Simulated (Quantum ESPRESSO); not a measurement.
## Ge under changes of volume

One of the cells (18.524 Å³/atom); the others are scaled copies at fixed shape and fractional positions:

```xyz
2
Lattice="-2.5745 2.5745 1.3974 2.5745 -2.5745 1.3974 2.5745 2.5745 -1.3974" Properties=species:S:1:pos:R:3 pbc="T T T"
Ge    0.0000    0.0000    1.3974
Ge    2.5745    0.0000    0.6987
```

This isn't the form of Ge at room conditions, which is diamond.

| Item | Value |
| --- | --- |
| Program | Quantum ESPRESSO 7.5 |
| Functional | r2SCAN |
| Potentials or basis | SG15 PBE 1.2 |
| Cutoff | 952 eV |
| Density cutoff | 3810 eV |
| k mesh | 4 × 4 × 4 |
| Occupations | fermi-dirac, width 0.05 eV |
| Spin | no spin polarisation |

```csv
volume (Å³/atom),energy over the lowest point (meV/atom),pressure (GPa)
17.413,?,?
17.783,1.97,1.8
18.154,0.00,0.0
18.524,1.97,-1.6
18.895,7.40,-3.0
19.265,15.92,-4.3
19.636,27.18,-5.4
```

Q: What does the run at 17.413 Å³/atom give?

A: Energy over the lowest point 8.36 meV/atom; pressure 3.8 GPa.

Worked out: A Birch-Murnaghan fit of order 3 (a polynomial in V^(-2/3)) to the other rows has its minimum at 18.15 Å³/atom with B0 = V·E''(V) = 83 GPa and B' = 4.9 at fixed shape and positions, which overstates the stiffness. It gives 8.35 meV/atom at 17.413 Å³/atom, against the run's 8.36, and -dE/dV = 3.8 GPa, against 3.8.

Energies are extrapolated to zero smearing.

Caveats: all runs use coarse meshes; the potentials were made for another functional, which shifts forces and pressure.
